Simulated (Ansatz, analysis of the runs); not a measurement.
# A homologous series of junctions, from (CF2)2 chain with nitrile ends, between Au (111) faces with adatoms, part 4 of 4

Aim: the decay constant of the conductance with molecular length.

Ansatz 0.2.0; DFT PBE, plane waves, PAW; relaxation of a junction, electrodes held but for their tips (the session's first sound run).

So far, conductance of the junction (G₀): step 3 (transmission, 57 atoms, molecule perfluoroalkane C2, nitrile ends, units 2) 0.0128; step 6 (transmission between the leads, 63 atoms, molecule perfluoroalkane C4, nitrile …) 0.00439.

### 9. The open system, 69 atoms, molecule perfluoroalkane C6, nitrile ends, units 6

This step: DFT PBE, plane waves, PAW; transmission of a junction between electrodes (Ansatz 0.2.0).

The transmission is computed for this geometry in the same way.

The input, input.yaml:

```yaml
crystal:
  lattice:
    - [8.8246926292, 0.0, 0.0]
    - [4.4123463146, 7.6424079975, 0.0]
    - [0.0, 0.0, 29.0478489157]
  atoms:
    - { symbol: Au, position: [0.833333333, 0.833333333, 0.0] }
    - { symbol: Au, position: [0.833333333, 0.166666667, 0.0] }
    - { symbol: Au, position: [0.833333333, 0.5, 0.0] }
    - { symbol: Au, position: [0.166666667, 0.833333333, 0.0] }
    - { symbol: Au, position: [0.166666667, 0.166666667, 0.0] }
    - { symbol: Au, position: [0.166666667, 0.5, 0.0] }
    - { symbol: Au, position: [0.5, 0.833333333, 0.0] }
    - { symbol: Au, position: [0.5, 0.166666667, 0.0] }
    - { symbol: Au, position: [0.5, 0.5, 0.0] }
    - { symbol: Au, position: [0.944444444, 0.944444444, 0.082683476] }
    - { symbol: Au, position: [0.944444444, 0.277777778, 0.082683476] }
    - { symbol: Au, position: [0.944444444, 0.611111111, 0.082683476] }
    - { symbol: Au, position: [0.277777778, 0.944444444, 0.082683476] }
    - { symbol: Au, position: [0.277777778, 0.277777778, 0.082683476] }
    - { symbol: Au, position: [0.277777778, 0.611111111, 0.082683476] }
    - { symbol: Au, position: [0.611111111, 0.944444444, 0.082683476] }
    - { symbol: Au, position: [0.611111111, 0.277777778, 0.082683476] }
    - { symbol: Au, position: [0.611111111, 0.611111111, 0.082683476] }
    - { symbol: Au, position: [0.055555556, 0.055555556, 0.165366952] }
    - { symbol: Au, position: [0.055555556, 0.388888889, 0.165366952] }
    - { symbol: Au, position: [0.055555556, 0.722222222, 0.165366952] }
    - { symbol: Au, position: [0.388888889, 0.055555556, 0.165366952] }
    - { symbol: Au, position: [0.388888889, 0.388888889, 0.165366952] }
    - { symbol: Au, position: [0.388888889, 0.722222222, 0.165366952] }
    - { symbol: Au, position: [0.722222222, 0.055555556, 0.165366952] }
    - { symbol: Au, position: [0.722222222, 0.388888889, 0.165366952] }
    - { symbol: Au, position: [0.722222222, 0.722222222, 0.165366952] }
    - { symbol: Au, position: [0.5011021372, 0.4997484614, 0.240047077] }
    - { symbol: "N", position: [0.4705002721, 0.5005621899, 0.310606968] }
    - { symbol: C, position: [0.414667166, 0.5005425251, 0.3469387979] }
    - { symbol: C, position: [0.3504313066, 0.5003177841, 0.3937451304] }
    - { symbol: F, position: [0.1902910172, 0.6447937052, 0.3996696401] }
    - { symbol: F, position: [0.3350026925, 0.3556784271, 0.3995736181] }
    - { symbol: C, position: [0.4837123153, 0.5002484656, 0.4301693184] }
    - { symbol: F, position: [0.6407263351, 0.3557325417, 0.421757843] }
    - { symbol: F, position: [0.4961322968, 0.6448401887, 0.4218101719] }
    - { symbol: C, position: [0.4321915214, 0.5001037662, 0.4821391148] }
    - { symbol: F, position: [0.2743247215, 0.644668454, 0.4895268115] }
    - { symbol: F, position: [0.4187174599, 0.3555970971, 0.4894576077] }
    - { symbol: C, position: [0.5678084786, 0.4998962338, 0.5178608852] }
    - { symbol: F, position: [0.5812825401, 0.6444029029, 0.5105423923] }
    - { symbol: F, position: [0.7256752785, 0.355331546, 0.5104731885] }
    - { symbol: C, position: [0.5162876847, 0.4997515344, 0.5698306816] }
    - { symbol: F, position: [0.3592736649, 0.6442674583, 0.578242157] }
    - { symbol: F, position: [0.5038677032, 0.3551598113, 0.5781898281] }
    - { symbol: C, position: [0.6495686934, 0.4996822159, 0.6062548696] }
    - { symbol: F, position: [0.8097089828, 0.3552062948, 0.6003303599] }
    - { symbol: F, position: [0.6649973075, 0.6443215729, 0.6004263819] }
    - { symbol: C, position: [0.585332834, 0.4994574749, 0.6530612021] }
    - { symbol: "N", position: [0.5294997279, 0.4994378101, 0.689393032] }
    - { symbol: Au, position: [0.4988978628, 0.5002515386, 0.759952923] }
    - { symbol: Au, position: [0.277777778, 0.277777778, 0.834633048] }
    - { symbol: Au, position: [0.277777778, 0.611111111, 0.834633048] }
    - { symbol: Au, position: [0.277777778, 0.944444444, 0.834633048] }
    - { symbol: Au, position: [0.611111111, 0.277777778, 0.834633048] }
    - { symbol: Au, position: [0.611111111, 0.611111111, 0.834633048] }
    - { symbol: Au, position: [0.611111111, 0.944444444, 0.834633048] }
    - { symbol: Au, position: [0.944444444, 0.277777778, 0.834633048] }
    - { symbol: Au, position: [0.944444444, 0.611111111, 0.834633048] }
    - { symbol: Au, position: [0.944444444, 0.944444444, 0.834633048] }
    - { symbol: Au, position: [0.388888889, 0.388888889, 0.917316524] }
    - { symbol: Au, position: [0.388888889, 0.722222222, 0.917316524] }
    - { symbol: Au, position: [0.388888889, 0.055555556, 0.917316524] }
    - { symbol: Au, position: [0.722222222, 0.388888889, 0.917316524] }
    - { symbol: Au, position: [0.722222222, 0.722222222, 0.917316524] }
    - { symbol: Au, position: [0.722222222, 0.055555556, 0.917316524] }
    - { symbol: Au, position: [0.055555556, 0.388888889, 0.917316524] }
    - { symbol: Au, position: [0.055555556, 0.722222222, 0.917316524] }
    - { symbol: Au, position: [0.055555556, 0.055555556, 0.917316524] }
kpoints:
  mp_grid: { grid: [4, 4, 1] }
scf:
  occupations: { method: fermi_dirac, width: 0.1 }
hamiltonian:
  xc: pbe
output:
  transmission: { leads: [[60, 8]], e_range: [-0.7, 0.7], de: 0.035, kmesh: [4, 4] }
  dos: { projected: true, e_range: [-5, 4] }
  write_potential: true
  write_density: true
  volumetric_format: npy
```

Started as:

```
> ansatz run input.yaml --threads 16 --pin off --max-ram 61440MiB --backend cuda --events-out ev --progress --plain --runs-dir out
```

Numbers of over 12 decimals in the logs are rounded to 6 here.

Output:

```text
[...]
Crystal: 69 atoms, lattice volume = 1959.042 Å³
Basis set: ecut = 420 eV, 38311 PW (Γ)
Bands: 612, of which v1, the nominal top of the filled ones, is band 510 counted from 1 (509 counted from 0)
Symmetry: 2 space group operations
[...]
k-points: 10 of 16
[...]
transmission: 387 of 430 steps passed
[...]
SCF converged after 12 iterations
[...]
--- Transmission ---
  basis      : 595 plane waves across, 43 finite elements along
  points     : 10, standing for a mesh of 4 x 4
  on the GPU : 10 of these points
[...]
filled         : 47.0 meV under the level at which it is neutral
    channels       : 7.687500e0 a spin
[...]
junction   : crystal 0 to crystal 0, 0.50 to 27.15 Å
    transmission   : 1.397829e-3 a spin
[...]
resistance     : 5.8952e0 Ω µm² beyond half of each lead's own
```

Run time: 3.3 min. Hardware: 1 × NVIDIA GB200 with 16 threads of Arm Neoverse V2, shared host; peak memory 16 GiB; 23 min of CPU time.

The conductance is 0.00148 G₀. The conductance is 0.34 times that of the last run that gave one. The lead's Hamiltonian steps by 36.5 meV, which the program calls too much for a lead. The largest term of the program's error estimate is 52 %, from the steps of its leads' Hamiltonians or their offsets.

### 10. Side by side

Times are for 1 × NVIDIA GB200 with 16 threads of Arm Neoverse V2, shared host. Results by setting:

```tsv
no.	molecule	units	transmission at the energy nearest the Fermi level, one spin	step of the lead's Hamiltonian (meV)	conductance of the junction (S/m²)	conductance of the junction (G₀)	added resistance times area (Ω um²)	time	memory (GiB)
1	perfluoroalkane C2, nitrile ends	2	0.01206	36.2	1.47e12	0.01280	0.6791	2.7 min	15
2	perfluoroalkane C4, nitrile ends	4	0.004161	36.4	5.04e11	0.004386	1.983	3 min	15
3	perfluoroalkane C6, nitrile ends	6	0.001398	36.5	1.70e11	0.001476	5.895	3.3 min	16
```

The runs together. Transmission against energy, zero at the Fermi level:

```tsv
energy (eV)	perfluoroalkane C2, nitrile ends, 2	perfluoroalkane C4, nitrile ends, 4	perfluoroalkane C6, nitrile ends, 6
-0.700	7.1e-4	1.9e-4	4.9e-5
-0.665	7.7e-4	2.1e-4	5.5e-5
-0.630	8.6e-4	2.3e-4	6.2e-5
-0.595	9.5e-4	2.6e-4	7.1e-5
-0.560	0.00105	3.0e-4	8.2e-5
-0.525	0.00117	3.4e-4	9.5e-5
-0.490	0.00131	3.9e-4	1.1e-4
-0.420	0.00161	4.9e-4	1.4e-4
-0.385	0.00188	5.8e-4	1.7e-4
-0.350	0.00216	6.7e-4	2.0e-4
-0.315	0.00231	7.3e-4	2.2e-4
-0.280	0.00286	9.1e-4	2.8e-4
-0.245	0.00338	0.00109	3.4e-4
-0.210	0.00400	0.00130	4.0e-4
-0.175	0.00484	0.00155	4.8e-4
-0.140	0.00572	0.00192	6.1e-4
-0.105	0.00672	0.00226	7.3e-4
-0.070	0.00824	0.00275	8.9e-4
-0.035	0.00986	0.00337	0.00112
0.000	0.0121	0.00416	0.00140
0.035	0.0148	0.00514	0.00176
0.070	0.0192	0.00661	0.00226
0.105	0.0250	0.00845	0.00290
0.140	0.0331	0.0113	0.00391
0.175	0.0446	0.0149	0.00523
0.210	0.0634	0.0207	0.00728
0.245	0.0951	0.0306	0.0108
0.280	0.127	0.0391	0.0141
0.315	0.179	0.0473	0.0164
0.350	0.278	0.0652	0.0219
0.385	0.468	0.102	0.0329
0.420	0.737	0.167	0.0521
0.455	0.962	0.286	0.0873
0.490	0.824	0.493	0.155
0.525	0.544	0.790	0.286
0.560	0.377	0.987	0.512
0.595	0.302	0.787	0.866
0.630	0.286	0.552	0.975
0.665	0.338	0.409	0.760
0.700	0.495	0.330	0.584
```

### 11. Landauer integrals, 69 atoms

This step: Landauer integrals over the computed T(E), interpolated linearly between its energies (analysis of the runs above).

The thermopower is -51.2 μV/K. The Lorenz ratio is 1.11, where the Wiedemann-Franz law gives 1. These values rest on a semilocal level alignment and on the mesh across the current. Moving the level by up to 0.1 eV either way gives -62 to -45 μV/K.

### 12. Fit

This step: exponential fit of the conductance against length (analysis of the runs above).

A straight line through the logarithm tests for exponential decay.

The conductance at 300 K, interpolated from T(E) by repeat units:

```tsv
repeat units (unit)	conductance at 300 K, interpolated from T(E) (G₀)
2.00	0.0128
4.00	0.00441
6.00	0.00149
```

Least-squares line through the logarithm of the conductance at 300 K, interpolated from T(E) (ln values against repeat units). The fit:

```tsv
slope	intercept	r.m.s. residual	points
-0.5386	-3.275	0.004479	3
```

By hand, from the ends of the series: β = ln(0.0128 / 0.00149) / (6 − 2) = 0.54 a unit.

### 13. Fit against distance

The same fit against the distance of the apex atoms as built gives a decay per Å, which compares across series.

Table of conductance at 300 K, interpolated from T(E) by distance of the apex atoms as built:

```tsv
distance of the apex atoms as built (Å)	conductance at 300 K, interpolated from T(E) (G₀)
10.31	0.0128
12.60	0.00441
14.97	0.00149
```

Least-squares line through the logarithm of the conductance at 300 K, interpolated from T(E) (ln values against distance of the apex atoms as built). The fit:

```tsv
slope	intercept	r.m.s. residual	points
-0.4624	0.4101	0.004349	3
```

The line has a slope of -0.462 per Å in ln G, and the 3 points scatter about it by 0.0043.

### 14. The trend of the thermopower

This step: linear fit of the thermopower against length (analysis of the runs above).

In tunnelling off resonance the thermopower changes about linearly with length; a straight line tests that.

The thermopower at 300 K by repeat units:

```tsv
repeat units (unit)	thermopower at 300 K (μV/K)
2.00	-48.3
4.00	-48.8
6.00	-51.2
```

Least-squares line through the thermopower at 300 K (values against repeat units). The fit:

```tsv
slope	intercept	r.m.s. residual	points
-0.7268	-46.55	0.4755	3
```

The line has a slope of -0.727 μV/K a repeat unit, and the 3 points scatter about it by 0.48 μV/K.

### 15. Summary of results

```json
{
  "conductance, (CF2)2 chain with nitrile ends": "0.0128 G₀ (one error term of 50 %, so a rough value at best)",
  "thermopower, (CF2)2 chain with nitrile ends": "-48.3 μV/K (rough, as the conductance is)",
  "conductance, (CF2)4 chain with nitrile ends": "0.00439 G₀",
  "thermopower, (CF2)4 chain with nitrile ends": "-48.8 μV/K",
  "conductance, (CF2)6 chain with nitrile ends": "0.00148 G₀ (one error term of 52 %, so a rough value at best)",
  "thermopower, (CF2)6 chain with nitrile ends": "-51.2 μV/K (rough, as the conductance is)",
  "decay constant a repeat unit": "0.54",
  "decay constant a length": "0.462 per Å"
}
```

In words: The fitted decay constant is 0.54 a repeat unit, or 0.46 per Å. The conductance falls off about exponentially with length, as tunnelling does. Semilocal functionals put a molecule's frontier levels too near the Fermi level, so conductances off resonance usually come out too high. The mesh of 4 × 4 points across the current is coarse: where the lead's channel count steps, T(E) can show bumps that belong to the mesh. Transport is coherent and elastic here: the atoms are frozen, so scattering by vibrations plays no part. Spin-orbit coupling is left out, which matters for the bands of heavy atoms. In 3 runs the program finds the step of the lead's Hamiltonian too large, so longer leads may change the transmission. One term of the program's error estimate for a conductance, of a junction or of the perfect wire, reaches 52 % in this session. A cell with an odd number of electrons ran without spin; a level of the scatterer near the Fermi level could split if spin were allowed.

[Logs are printed without paths, hosts, clocks, repeated set-up lines and the standing remarks that a program may print on its own settings, such as how far it seeks lower states.]

[Hosts, paths, dates, database ids (printed as entryN), source tags and the programs' standing remarks are cut or masked in the printed files.]
